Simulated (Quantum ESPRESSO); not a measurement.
**Rh: phonon spectrum and thermodynamics under several settings**

```xyz
1
Lattice="0.0000 1.8979 1.8979 1.8979 0.0000 1.8979 1.8979 1.8979 0.0000" Properties=species:S:1:pos:R:3 pbc="T T T"
Rh    0.0000    0.0000    0.0000
```

All runs used Quantum ESPRESSO 7.5; k mesh 10 × 10 × 10; relaxed cell; no spin polarisation; cutoff 612 eV; occupations cold, width 0.2 eV; q mesh 2 × 2 × 2.

```tsv
level	potentials	volume (Å³/atom)	pressure (GPa)	highest frequency (cm⁻¹)	zero-point energy (meV/atom)	entropy at room temperature (k_B/atom)
LDA	GBRV 1.5 LDA	13.27	0.0	264	34.3	3.55
PBE	GBRV 1.5 PBE	14.07	0.1	240	31.4	3.81
PBEsol	GBRV 1.5 PBEsol	?	0.0	?	?	?
```

Question: What stands in the row left open?

Answer: Volume 13.53 Å³/atom; highest frequency 256 cm⁻¹; zero-point energy 33.5 meV/atom; entropy at room temperature 3.63 k_B/atom.

Caveats: the mesh is thin for the phonons of a metal.

For the row left open. Caveat: the mesh is thin for the phonons of a metal; the q mesh is small, so phonon branches between its points and thermal values are rough.
